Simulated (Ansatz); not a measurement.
# Transmission past a defect: Ta wire along [111], 3 atoms a period, W in place of one Ta, part 2 of 4

Aim: how much does this defect scatter, and at which energies?

Ansatz 0.2.0; DFT PBE, plane waves, PAW; relaxation of a wire's period (the session's first sound run).

So far. Step 2 (Relaxing the period): The cell's length comes to 2.693 Å with spin left out.

## (3) The wire at its relaxed period

This step: DFT PBE, plane waves, PAW; channels and complex bands of a perfect wire (Ansatz 0.2.0).

At the relaxed period the Bloch states of the perfect wire are found at each energy: those that move forward count the open channels, and those that decay describe how a disturbance dies away inside the wire itself. An energy step of 0.035 eV is under the 0.039 eV that the program asks for its thermal average at 300 K.

Input file input.yaml:

```yaml
crystal:
  lattice:
    - [9.148, 0.0, 0.0]
    - [0.0, 9.511, 0.0]
    - [0.0, 0.0, 2.6925944668]
  atoms:
    - { symbol: Ta, position: [0.380367183, 0.371990335, 0.00088003] }
    - { symbol: Ta, position: [0.380367183, 0.627985341, 0.332453304] }
    - { symbol: Ta, position: [0.610887247, 0.499987838, 0.666666667] }
kpoints:
  mp_grid: { grid: [1, 1, 30] }
scf:
  occupations: { method: fermi_dirac, width: 0.05 }
hamiltonian:
  xc: pbe
output:
  transmission:
    e_range: [-1.26, 1.26]
    de: 0.035
    kmesh: [1, 1]
    reduced_basis: true
    leads: [[0, 0]]
basis:
  ecutwfc: "350 eV"
```

On the command line:

```console
> ansatz run input.yaml --threads 4 --pin off --max-ram 16384MiB --backend cpu --events-out ev --progress --plain --runs-dir out
```

Numbers of over 12 decimals in the logs are rounded to 6 here.

The program printed:

```text
Warning: basis.ecutwfc = 350 eV is below the records' recommended 420 eV, and the density's cutoff is lower with it unless basis.ecutrho_ratio is high enough to keep the records' density cutoff: compare with a run at a higher cutoff
[...]
Crystal: 3 atoms, lattice volume = 234.274 Å³
Basis set: ecut = 350 eV, 3479 PW (Γ)
Bands: 24, of which v1, the nominal top of the filled ones, is band 20 counted from 1 (19 counted from 0)
Symmetry: 2 space group operations
[...]
k-points: 16 of 30
[...]
SCF iter   1: F=—  HF=-29789.258252 eV  |F-HF|=—  |Δ(HF+E_count)|=         —  Δρ=8.45e-3  dr2=3.04e-1  ethr=1.77e-3  ⟨swp⟩=7.2  Hψ=1900  notcnv=0
[...]
SCF iter   8: F=-29789.209344 eV  HF=-29789.209344 eV  |F-HF|=2.25e-8  |Δ(HF+E_count)|=   2.40e-7  Δρ=2.88e-6  dr2=4.56e-8  ethr=2.56e-10  ⟨swp⟩=6.0  Hψ=1184  notcnv=0
SCF 1 converged in 8 iterations: F = -29789.209344 eV  dr2 = 4.56e-8
[...]
transmission: 4 of 24 steps passed
transmission: 8 of 24 steps passed
[...]
transmission: 24 of 24 steps passed
SCF converged after 8 iterations
Free energy (F): -29789.209344 eV
[...]
Internal energy: -29789.156870 eV  (E = F + TS)
E sigma→0 (E₀):  -29789.183107 eV
Entropy (-TS):   -0.052474 eV (-17.491 meV/atom)
Fermi energy:    1.625312 eV
[...]
--- Band table (eV; the first three rows and the last of 16) ---
  k-point 0: bands = [... 16 lower, 0.6143, 0.6283, 0.8896, 1.6763, 1.6870, 2.0038, 2.2004, 3.0765]
  k-point 1: bands = [... 16 lower, 0.5772, 0.6826, 0.9229, 1.6231, 1.7318, 1.9797, 2.2233, 3.0448]
  k-point 2: bands = [... 16 lower, 0.5433, 0.7629, 1.0219, 1.5599, 1.7353, 1.9623, 2.2723, 2.9448]
  k-point 15: bands = [... 16 lower, -0.0595, 0.3185, 2.7119, 2.7248, 2.7836, 3.2560, 3.2622, 4.7430]
--- Transmission ---
  basis      : 635 plane waves across, 4 finite elements along
  points     : 1, standing for a mesh of 1 x 1
  filling    : by the input's occupations and mesh, since the crystals that have channels conduct as metals do. If one of these is a semiconductor, that mesh has misplaced its level
  energies   : 73 from -1.260000 to 1.260000 eV about the Fermi level, 0.035000 eV apart; the leads are filled to 0.000000 eV, and channels, transmission and decay are at 0.000000 eV
  crystal 0  : Ta3, at the sites [0, 0], period 2.6926 Å: whole cells are its period
    offset         : up to 0.0000 Å between an atom of the period and one for which it stands
    filled         : 1.0 meV over the level at which it is neutral
    channels       : 7.000000e0 a spin
    conductance    : 5.6631e14 S/m² at 300 K; may be off by some 0.1 % by where its bands' edges are placed, 0.2 % from the distance to neutral
```

Wall time 68 s (4 threads of Arm Neoverse V1, shared host); peak memory 1.1 GiB; 4.1 min of CPU time.

Numbers from this step:

- energy at zero smearing: -29789.1831 eV
- channels at the energy nearest the Fermi level, one spin: 7
- conductance of the lead as this run defines it: 6.359 G₀
- band gap: 0 eV

Table of open channels of the lead, one spin by energy, zero at the Fermi level:

| energy (eV) | open channels of the lead, one spin |
| --- | --- |
| -1.190 | 2 |
| -1.085 | 2 |
| -1.015 | 2 |
| -0.910 | 2 |
| -0.805 | 2 |
| -0.700 | 3 |
| -0.595 | 3 |
| -0.490 | 3 |
| -0.385 | 5 |
| -0.315 | 5 |
| -0.210 | 5 |
| -0.105 | 7 |
| 0.000 | 7 |
| 0.105 | 5 |
| 0.210 | 3 |
| 0.315 | 3 |
| 0.385 | 4 |
| 0.490 | 6 |
| 0.595 | 7 |
| 0.700 | 7 |
| 0.805 | 5 |
| 0.910 | 7 |
| 1.015 | 7 |
| 1.085 | 7 |
| 1.190 | 6 |

The slowest values at each energy, most degenerate partners merged, listed up to 1.5 1/Å. Table of Im kz of the slowest decaying states by energy, zero at the Fermi level:

| energy (eV) | decay 1 (Å⁻¹) | decay 2 (Å⁻¹) | decay 3 (Å⁻¹) | decay 4 (Å⁻¹) |
| --- | --- | --- | --- | --- |
| -1.190 | 0.107 | 0.116 | 0.250 | 0.272 |
| -1.085 | 0.121 | 0.128 | 0.249 | 0.250 |
| -1.015 | 0.121 | 0.134 | 0.224 | 0.239 |
| -0.910 | 0.121 | 0.134 | 0.177 | 0.246 |
| -0.805 | 0.112 | 0.126 | 0.131 | 0.244 |
| -0.700 | 0.110 | 0.147 | 0.232 | 0.279 |
| -0.595 | 0.0818 | 0.155 | 0.213 | 0.275 |
| -0.490 | 0.0238 | 0.158 | 0.190 | 0.270 |
| -0.385 | 0.162 | 0.177 | 0.263 | 0.389 |
| -0.315 | 0.141 | 0.201 | 0.258 | 0.398 |
| -0.210 | 0.0991 | 0.227 | 0.248 | 0.408 |
| -0.105 | 0.235 | 0.246 | 0.416 | 0.489 |
| 0.000 | 0.218 | 0.258 | 0.423 | 0.462 |
| 0.105 | 0.0555 | 0.197 | 0.267 | 0.427 |
| 0.210 | 0.077 | 0.0823 | 0.169 | 0.271 |
| 0.315 | 0.0496 | 0.0860 | 0.126 | 0.273 |
| 0.385 | 0.0359 | 0.0738 | 0.0878 | 0.274 |
| 0.490 | 0.0995 | 0.100 | 0.275 | 0.436 |
| 0.595 | 0.126 | 0.279 | 0.436 | 0.495 |
| 0.700 | 0.137 | 0.291 | 0.437 | 0.503 |
| 0.805 | 0.0141 | 0.141 | 0.311 | 0.436 |
| 0.910 | 0.139 | 0.328 | 0.435 | 0.484 |
| 1.015 | 0.132 | 0.339 | 0.433 | 0.476 |
| 1.085 | 0.123 | 0.343 | 0.432 | 0.471 |
| 1.190 | 0.0632 | 0.102 | 0.347 | 0.429 |

By hand: the program gives 5.6631 × 10^14 S/m² over the cell's cross-section of 87.01 Å² = 8.701 × 10^-19 m², so one cell conducts 4.927 × 10^-4 S. Divided by G0 = 2e²/h = 7.748 × 10^-5 S this is 6.36 G0, a resistance of 2.03 kΩ.

At the computed energy nearest the Fermi level there are 7 channels a spin, and the thermal average gives 6.36 G₀.

## (4) Relaxing the junction

This step: DFT PBE, plane waves, PAW; relaxation of a junction in a wire, ends held (Ansatz 0.2.0).

System of this step: Ta wire along [111], 3 atoms a period, W in place of one Ta. The cell holds 27 atoms: 26 Ta and 1 W. Its edges and angles: a = 9.148 Å, b = 9.511 Å, c = 24.233 Å, α = 90.0°, β = 90.0°, γ = 90.0°. Regions: held atoms, 18 atoms (18 Ta); free atoms, 9 atoms (8 Ta and 1 W). Vacuum lies along a and b. The structure's axis is c.

9 atoms at the defect are free to relax, while 18 stay where the perfect wire has them, so that the ends still repeat as a lead. The cutoff is set under the files' recommended one to save time.

Input file input.yaml:

```yaml
crystal:
  lattice:
    - [9.148, 0.0, 0.0]
    - [0.0, 9.511, 0.0]
    - [0.0, 0.0, 24.2333502014]
  atoms:
    - { symbol: Ta, position: [0.380367183, 0.371990335, 9.7781e-05] }
    - { symbol: Ta, position: [0.380367183, 0.627985341, 0.036939256] }
    - { symbol: Ta, position: [0.610887247, 0.499987838, 0.074074074] }
    - { symbol: Ta, position: [0.380367183, 0.371990335, 0.111208892] }
    - { symbol: Ta, position: [0.380367183, 0.627985341, 0.148050367] }
    - { symbol: Ta, position: [0.610887247, 0.499987838, 0.185185185] }
    - { symbol: Ta, position: [0.380367183, 0.371990335, 0.222320003] }
    - { symbol: Ta, position: [0.380367183, 0.627985341, 0.259161478] }
    - { symbol: Ta, position: [0.610887247, 0.499987838, 0.296296296] }
    - { symbol: Ta, position: [0.380367183, 0.371990335, 0.333431114] }
    - { symbol: Ta, position: [0.380367183, 0.627985341, 0.370272589] }
    - { symbol: Ta, position: [0.610887247, 0.499987838, 0.407407407] }
    - { symbol: W, position: [0.380367183, 0.371990335, 0.444542226], spin: 2.0 }
    - { symbol: Ta, position: [0.380367183, 0.627985341, 0.4813837] }
    - { symbol: Ta, position: [0.610887247, 0.499987838, 0.518518519] }
    - { symbol: Ta, position: [0.380367183, 0.371990335, 0.555653337] }
    - { symbol: Ta, position: [0.380367183, 0.627985341, 0.592494812] }
    - { symbol: Ta, position: [0.610887247, 0.499987838, 0.62962963] }
    - { symbol: Ta, position: [0.380367183, 0.371990335, 0.666764448] }
    - { symbol: Ta, position: [0.380367183, 0.627985341, 0.703605923] }
    - { symbol: Ta, position: [0.610887247, 0.499987838, 0.740740741] }
    - { symbol: Ta, position: [0.380367183, 0.371990335, 0.777875559] }
    - { symbol: Ta, position: [0.380367183, 0.627985341, 0.814717034] }
    - { symbol: Ta, position: [0.610887247, 0.499987838, 0.851851852] }
    - { symbol: Ta, position: [0.380367183, 0.371990335, 0.88898667] }
    - { symbol: Ta, position: [0.380367183, 0.627985341, 0.925828145] }
    - { symbol: Ta, position: [0.610887247, 0.499987838, 0.962962963] }
magnetization:
  spin_polarized: true
kpoints:
  mp_grid: { grid: [1, 1, 2] }
scf:
  occupations: { method: fermi_dirac, width: 0.1 }
hamiltonian:
  xc: pbe
relax:
  constraints:
    - { sites: [0, 1, 2, 3, 4, 5, 6, 7, 8, 18, 19, 20, 21, 22, 23, 24, 25, 26] }
  f_tol: 0.06
  max_steps: 35
basis:
  ecutwfc: "350 eV"
```

The program printed:

```text
[...]
Crystal: 27 atoms, lattice volume = 2108.462 Å³
Basis set: ecut = 350 eV, 31339 PW (Γ), exchange–correlation on 120×120×300 points (8 copies of the dense FFT grid, shifted against one another)
Bands: 213, of which v1, the nominal top of the filled ones, is band 176 counted from 1 (175 counted from 0)
Symmetry: 1 space group operations
[...]
k-points: 2
[...]
Starting moments: Σ|m| = 2 μB on 1 of 27 sites
[...]
SCF iter   1: F=—  HF=-268598.041513 eV  |F-HF|=—  |Δ(HF+E_count)|=         —  Δρ=2.23e-2 (↑2.21e-2 ↓2.23e-2)  dr2=1.84e2  dr2_m=1.85e-1  M=0.741 μB ∫|m|=1.677 μB  β_m=0.30  ethr=3.10e-3  ⟨swp⟩=9.0  Hψ=3680  notcnv=0
[...]
spin=Collinear: LDOS preconditioning applied to the charge; magnetization (m = ρ↑ − ρ↓) channel mixes plain (no charge-response kernel on spin).
SCF iter   2: F=—  HF=-268563.363010 eV  |F-HF|=—  |Δ(HF+E_count)|=    3.47e1  Δρ=1.22e-2 (↑1.22e-2 ↓1.22e-2)  dr2=4.04e1  dr2_m=1.14e-1  M=0.699 μB ∫|m|=1.719 μB  β_m=0.41  ethr=3.10e-3  ⟨swp⟩=5.0  Hψ=2312  notcnv=0
[...]
SCF iter  15: F=-268555.787695 eV  HF=-268555.787695 eV  |F-HF|=1.92e-7  |Δ(HF+E_count)|=   2.15e-6  Δρ=2.67e-6 (↑2.61e-6 ↓2.67e-6)  dr2=1.55e-7  dr2_m=1.23e-7  M=0.002 μB ∫|m|=0.014 μB  ethr=5.25e-11  ⟨swp⟩=3.0  Hψ=1441  notcnv=0
WARN: the starting moments were not kept: the SCF closed with an absolute magnetisation of 1.3e-2 μB, where they sum to 2 μB in size (1 site). That is at most 0.1 of that sum. Measured as dr2_m measures the in/out step, that magnetisation stands 1.0e-6 eV from none, at or under the dr2_threshold of 9.0e-5 eV: it is no larger than a step whose dr2_m would equal this threshold. The system may hold no moment; this SCF s [...]
SCF 1 converged in 15 iterations: F = -268555.787695 eV  dr2 = 1.55e-7
[...]
relax step   1: F+E_penalty+E_count = -268555.78769476 eV  Δ(F+E_penalty+E_count) = +0.000e0 eV  max|allowed force component| = 1.348e0 eV/Å  Δτ_max = 0.0000 Å  (15 SCF iters, dr2 threshold 9.00e-5 eV, accepted)
[...]
Starting moments: Σ|m| = 2 μB on 1 of 27 sites; this step starts from the density that it was given
[...]
SCF iter  10: F=-268555.747704 eV  HF=-268555.747704 eV  |F-HF|=6.31e-7  |Δ(HF+E_count)|=   7.10e-6  Δρ=3.59e-6 (↑3.59e-6 ↓3.57e-6)  dr2=1.27e-6  dr2_m=1.67e-7  M=-0.007 μB ∫|m|=0.016 μB  ethr=3.22e-10  ⟨swp⟩=1.0  Hψ=3075  notcnv=0
the starting moments were not kept: the SCF closed with an absolute magnetisation of 1.5e-2 μB, where they sum to 2 μB in size (1 site). That is at most 0.1 of that sum. Measured as dr2_m measures the in/out step, that magnetisation stands 2.3e-6 eV from none, at or under the dr2_threshold of 1.0e-4 eV: it is no larger than a step whose dr2_m would equal this threshold.
SCF 2 converged in 10 iterations: F = -268555.747704 eV  dr2 = 1.27e-6
relax step   2: F+E_penalty+E_count = -268555.74770353 eV  Δ(F+E_penalty+E_count) = +3.999e-2 eV  max|allowed force component| = 1.960e0 eV/Å  Δτ_max = 0.1946 Å  (10 SCF iters, dr2 threshold 1.00e-4 eV, rejected (line search))
SCF iter   1: F=—  HF=-268555.889357 eV  |F-HF|=—  |Δ(HF+E_count)|=         —  Δρ=1.84e-3 (↑1.83e-3 ↓1.84e-3)  dr2=4.79e-1  dr2_m=3.21e-2  M=0.007 μB ∫|m|=0.067 μB  β_m=0.30  ethr=9.91e-4  ⟨swp⟩=6.8  Hψ=1841  notcnv=0  defer=1
[...]
SCF iter  15: F=-268555.893590 eV  HF=-268555.893590 eV  |F-HF|=1.75e-10  |Δ(HF+E_count)|=   4.25e-9  Δρ=1.22e-7 (↑1.18e-7 ↓1.22e-7)  dr2=4.86e-10  dr2_m=2.41e-10  M=0.000 μB ∫|m|=0.001 μB  ethr=1.00e-12  ⟨swp⟩=1.0  Hψ=3195  notcnv=0
[...]
SCF 3 converged in 15 iterations: F = -268555.893590 eV  dr2 = 4.86e-10
relax step   3: F+E_penalty+E_count = -268555.89359001 eV  Δ(F+E_penalty+E_count) = -1.059e-1 eV  max|allowed force component| = 2.112e-1 eV/Å  Δτ_max = 0.0947 Å  (15 SCF iters, accepted)
[...]
relax step   4: F+E_penalty+E_count = -268555.89891825 eV  Δ(F+E_penalty+E_count) = -5.328e-3 eV  max|allowed force component| = 1.598e-1 eV/Å  Δτ_max = 0.1000 Å  (15 SCF iters, accepted)
SCF iter   1: F=—  HF=-268555.909970 eV  |F-HF|=—  |Δ(HF+E_count)|=         —  Δρ=6.12e-4 (↑6.12e-4 ↓6.02e-4)  dr2=4.99e-2  dr2_m=1.35e-3  M=0.004 μB ∫|m|=0.015 μB  β_m=0.65  ethr=1.71e-4  ⟨swp⟩=3.8  Hψ=1476  notcnv=0
[...]
SCF iter  12: F=-268555.907789 eV  HF=-268555.907789 eV  |F-HF|=1.69e-9  |Δ(HF+E_count)|=   1.61e-8  Δρ=1.75e-7 (↑1.40e-7 ↓1.75e-7)  dr2=2.81e-9  dr2_m=2.67e-10  M=0.000 μB ∫|m|=0.001 μB  ethr=1.00e-12  ⟨swp⟩=1.0  Hψ=3170  notcnv=0
[...]
SCF 5 converged in 12 iterations: F = -268555.907789 eV  dr2 = 2.81e-9
relax step   5: F+E_penalty+E_count = -268555.90778934 eV  Δ(F+E_penalty+E_count) = -8.871e-3 eV  max|allowed force component| = 5.681e-2 eV/Å  Δτ_max = 0.0250 Å  (12 SCF iters, accepted)
SCF converged after 12 iterations
Magnetization: 0.0002 μB (176.0001 up, 175.9999 down)
Absolute magnetization: 0.0007 μB (∫|ρ↑−ρ↓|, with the PAW one-centre terms)
[...]
Per-site moments (μB) at R_I (Å): [(-3.005358013349733e-6, 1.069734), (5.285237049440382e-6, 1.069734), (-2.624520730021345e-6, 1.070823), (-2.3401188624414544e-6, 1.069734), (1.2311724703853422e-5, 1.069734), (-1.1263484836405473e-5, 1.070823), (4.809758700898553e-6, 1.069734), (2.056149895643625e-5, 1.069734), (-1.3307502289577794e-5, 1.070823), (1.54909308157793e-5, 1.070941), (2.6542955542922263e-6, 1.070941), (- [...]
Free energy (F): -268555.907789 eV
[...]
Internal energy: -268554.424743 eV  (E = F + TS)
E sigma→0 (E₀):  -268555.166266 eV
Entropy (-TS):   -1.483046 eV (-54.928 meV/atom)
Fermi energy:    1.615134 eV
[...]
--- Forces (eV/Å), atoms counted from 1 ---
  atom   1  Ta    -0.00230755    -0.00682390     0.04598497
  atom   2  Ta    -0.00859405     0.00746340     0.03341558
  atom   3  Ta     0.02317667    -0.00100770     0.04229183
  atom   4  Ta    -0.05904504    -0.04170281     0.01403389
  atom   5  Ta    -0.01853178     0.07227622    -0.06878121
  atom   6  Ta     0.05693181    -0.01444902    -0.03422982
  atom   7  Ta    -0.00775213    -0.02297804     0.18000688
  atom   8  Ta    -0.06899491     0.05696881    -0.07350441
  atom   9  Ta     0.04499717    -0.05571137     0.01291328
  atom  10  Ta     0.02285748    -0.00825514     0.05226670
  atom  11  Ta     0.05531637    -0.01328386     0.01028468
  atom  12  Ta    -0.02491936     0.01008493    -0.00215473
  atom  13  W      0.00148986    -0.00470213    -0.00384651
  atom  14  Ta     0.00495054    -0.01055872     0.02348340
  atom  15  Ta    -0.03252171     0.02439041    -0.01534231
  atom  16  Ta    -0.01767760     0.03159488    -0.05680518
  atom  17  Ta     0.00258478    -0.03992538     0.00976890
  atom  18  Ta     0.02835658    -0.02573243    -0.01230698
  atom  19  Ta     0.01213763     0.02041562    -0.14015381
  atom  20  Ta    -0.05469128     0.05775059     0.03270690
  atom  21  Ta     0.05875384     0.01026127     0.04098170
  atom  22  Ta    -0.01685896    -0.08454039     0.01544067
  atom  23  Ta    -0.04215399     0.01792748    -0.01947433
  atom  24  Ta     0.03602523     0.01584179    -0.02107824
  atom  25  Ta    -0.01096692     0.00636296    -0.02192945
  atom  26  Ta    -0.00167897     0.00288250    -0.03229769
  atom  27  Ta     0.01914516    -0.00454247    -0.01167511
  max |Σ_I F_I| component: 2.89e-5 eV/Å
--- Relaxed structure (5 steps of the walk, 4 accepted, 0 SCFs on fresh bases) ---
  F+E_penalty+E_count = -268555.90778934 eV   max|allowed force component| = 5.681e-2 eV/Å
  atoms:
    - { symbol: Ta, position: [0.380367183, 0.371990, 9.778100000000002e-5] }
    - { symbol: Ta, position: [0.380367183, 0.627985341, 0.036939] }
    - { symbol: Ta, position: [0.610887, 0.499988, 0.074074074] }
    - { symbol: Ta, position: [0.380367183, 0.371990, 0.111209] }
    - { symbol: Ta, position: [0.380367183, 0.627985341, 0.148050] }
    - { symbol: Ta, position: [0.610887, 0.499988, 0.185185] }
    - { symbol: Ta, position: [0.380367183, 0.371990, 0.222320] }
    - { symbol: Ta, position: [0.380367183, 0.627985341, 0.259161478] }
    - { symbol: Ta, position: [0.610887, 0.499988, 0.296296296] }
    - { symbol: Ta, position: [0.377948, 0.378385, 0.334938] }
    - { symbol: Ta, position: [0.386977, 0.636597, 0.369519] }
    - { symbol: Ta, position: [0.614075, 0.501403, 0.408196] }
    - { symbol: W, position: [0.388036, 0.385304, 0.444671] }
    - { symbol: Ta, position: [0.376596, 0.631818, 0.480771] }
    - { symbol: Ta, position: [0.613404, 0.511975, 0.519406] }
    - { symbol: Ta, position: [0.387305, 0.372635, 0.554299] }
    - { symbol: Ta, position: [0.374243, 0.627019, 0.592534] }
    - { symbol: Ta, position: [0.609143, 0.504567, 0.629786] }
    - { symbol: Ta, position: [0.380367183, 0.371990, 0.666764448] }
    - { symbol: Ta, position: [0.380367183, 0.627985341, 0.703606] }
    - { symbol: Ta, position: [0.610887, 0.499988, 0.740741] }
    - { symbol: Ta, position: [0.380367183, 0.371990, 0.777876] }
    - { symbol: Ta, position: [0.380367183, 0.627985341, 0.814717] }
    - { symbol: Ta, position: [0.610887, 0.499988, 0.851852] }
    - { symbol: Ta, position: [0.380367183, 0.371990, 0.888987] }
    - { symbol: Ta, position: [0.380367183, 0.627985341, 0.925828] }
    - { symbol: Ta, position: [0.610887, 0.499988, 0.962963] }
```

It took 5.7 min on 4 threads; peak memory 5 GiB; 21 min of CPU time.

Step by step:

| step | energy less that of the first step (eV) | largest force component (eV/Å) |
| --- | --- | --- |
| 1 | 0.0000 | 1.3477 |
| 2 | 0.0400 | 1.9602 |
| 3 | -0.1059 | 0.2112 |
| 4 | -0.1112 | 0.1598 |
| 5 | -0.1201 | 0.0568 |

Relaxation step 2 was tried and not accepted.

The atoms that moved most (Å):

| atom | dx | dy | dz | length |
| --- | --- | --- | --- | --- |
| W13 | 0.070 | 0.127 | 0.003 | 0.145 |
| Ta15 | 0.023 | 0.114 | 0.021 | 0.118 |
| Ta11 | 0.060 | 0.082 | -0.018 | 0.103 |
| Ta10 | -0.022 | 0.061 | 0.037 | 0.074 |
| Ta16 | 0.063 | 0.006 | -0.033 | 0.072 |
| Ta17 | -0.056 | -0.009 | 0.001 | 0.057 |
| Ta14 | -0.034 | 0.036 | -0.015 | 0.052 |
| Ta18 | -0.016 | 0.044 | 0.004 | 0.047 |

The relaxed structure:

```cif
data_structure
_symmetry_space_group_name_H-M 'P 1'
_symmetry_Int_Tables_number 1
_cell_length_a 9.1480
_cell_length_b 9.5110
_cell_length_c 24.2334
_cell_angle_alpha 90.000
_cell_angle_beta 90.000
_cell_angle_gamma 90.000
_cell_volume 2108.46
loop_
_atom_site_label
_atom_site_type_symbol
_atom_site_fract_x
_atom_site_fract_y
_atom_site_fract_z
_atom_site_occupancy
Ta1 Ta 0.38037 0.37199 0.00010 1
Ta2 Ta 0.38037 0.62799 0.03694 1
Ta3 Ta 0.61089 0.49999 0.07407 1
Ta4 Ta 0.38037 0.37199 0.11121 1
Ta5 Ta 0.38037 0.62799 0.14805 1
Ta6 Ta 0.61089 0.49999 0.18519 1
Ta7 Ta 0.38037 0.37199 0.22232 1
Ta8 Ta 0.38037 0.62799 0.25916 1
Ta9 Ta 0.61089 0.49999 0.29630 1
Ta10 Ta 0.37795 0.37838 0.33494 1
Ta11 Ta 0.38698 0.63660 0.36952 1
Ta12 Ta 0.61408 0.50140 0.40820 1
W13 W 0.38804 0.38530 0.44467 1
Ta14 Ta 0.37660 0.63182 0.48077 1
Ta15 Ta 0.61340 0.51197 0.51941 1
Ta16 Ta 0.38730 0.37264 0.55430 1
Ta17 Ta 0.37424 0.62702 0.59253 1
Ta18 Ta 0.60914 0.50457 0.62979 1
Ta19 Ta 0.38037 0.37199 0.66676 1
Ta20 Ta 0.38037 0.62799 0.70361 1
Ta21 Ta 0.61089 0.49999 0.74074 1
Ta22 Ta 0.38037 0.37199 0.77788 1
Ta23 Ta 0.38037 0.62799 0.81472 1
Ta24 Ta 0.61089 0.49999 0.85185 1
Ta25 Ta 0.38037 0.37199 0.88899 1
Ta26 Ta 0.38037 0.62799 0.92583 1
Ta27 Ta 0.61089 0.49999 0.96296 1
```

Numbers from this step:

- energy at zero smearing: -268555.1663 eV
- absolute moment: 0 μB

The largest force component on a free atom ends at 0.057 eV/Å, under the limit of 0.06. W ends nearest to Ta at 2.50 Å, Ta at 2.51 Å, Ta at 2.66 Å, Ta at 2.66 Å, Ta at 3.00 Å and Ta at 3.00 Å.

(Continued in part 3 of 4.)

[Logs are printed without paths, hosts, clocks, repeated set-up lines and the standing remarks that a program may print on its own settings, such as how far it seeks lower states.]

[Hosts, paths, dates, database ids (printed as entryN), source tags and the programs' standing remarks are cut or masked in the printed files.]
